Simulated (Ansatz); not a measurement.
Ti₃Al₅: do energies and stresses tell the same story?

These are results of DFT r2SCAN, scalar-relativistic, plane waves, PAW in Ansatz 0.2.0, not measurements.

Cutoff 500 eV; k points 10×10×4 on the computed 8-atom cell (Γ-centred); Gaussian smearing, width 0.10 eV; no spin polarisation.

Relaxed cell: P4/mmm, a = 3.898 Å, b = 3.898 Å, c = 8.325 Å, α = 90.00°, β = 90.00°, γ = 90.00°, 8 atoms in the primitive cell. Whether it is the stable form of this composition wasn't checked.

Energies at zero smearing and pressures from the stress tensor, at volumes with shape and atoms relaxed:
| V (Å³/atom) | E − E(first) (meV/atom) | P (GPa) |
| --- | --- | --- |
| 13.916 | 0.00 | 19.23 |
| 14.391 | -47.92 | 13.29 |
| 14.865 | -79.51 | 8.19 |
| 15.339 | -97.03 | 3.79 |
| 15.814 | -102.45 | 0.00 |
| 16.288 | -97.43 | -3.27 |
| 16.763 | -83.43 | -6.08 |
| 17.395 | -52.93 | -9.22 |

Problem. Check P = −dE/dV between neighbouring volumes, and get the bulk modulus from the pressures alone.

Solution. With 1 eV/Å³ = 160.2 GPa:
```tsv
middle V (Å³/atom)	−ΔE/ΔV (GPa)	mean P (GPa)
14.153	16.183	16.260
14.628	10.668	10.741
15.102	5.919	5.988
15.577	1.828	1.894
16.051	-1.695	-1.635
16.525	-4.728	-4.673
17.079	-7.724	-7.652
```

The two differ by 0.08 GPa at most. The mean of two end pressures misses the average over a step by about ΔV² P″/12, up to 0.07 GPa here; with that taken off 0.02 GPa remains. Around V = 15.814 Å³/atom, the two neighbours give B = −V ΔP/ΔV = 15.814 × 7.06 / 0.949 = 117.6 GPa, against B0 = 117.1 GPa from the Birch–Murnaghan fit of the energies.

Energies and stresses do tell the same story: both put the equilibrium at the same volume, and the bulk moduli, 117.6 and 117.1 GPa, are practically equal. The mean pressure lies above the energy slope in every interval, as it must for a convex P(V) curve, so most of the mismatch comes from the finite steps rather than from faulty stresses. The small remainder may reflect the smearing, since the stress follows the electronic free energy while the tabulated energies are extrapolated to zero width.

The convexity itself is ordinary anharmonicity. On compression, the kinetic energy of the valence electrons and the overlap repulsion between the ions rise steeply, while on expansion the bonding weakens, so the crystal stiffens in one direction and softens in the other. The compound is clearly stiffer than elemental aluminium, probably because Ti d states hybridise with Al s and p states. The agreement shows that the derivatives are numerically sound, but it is no test of the functional, whose errors enter energy and stress alike.
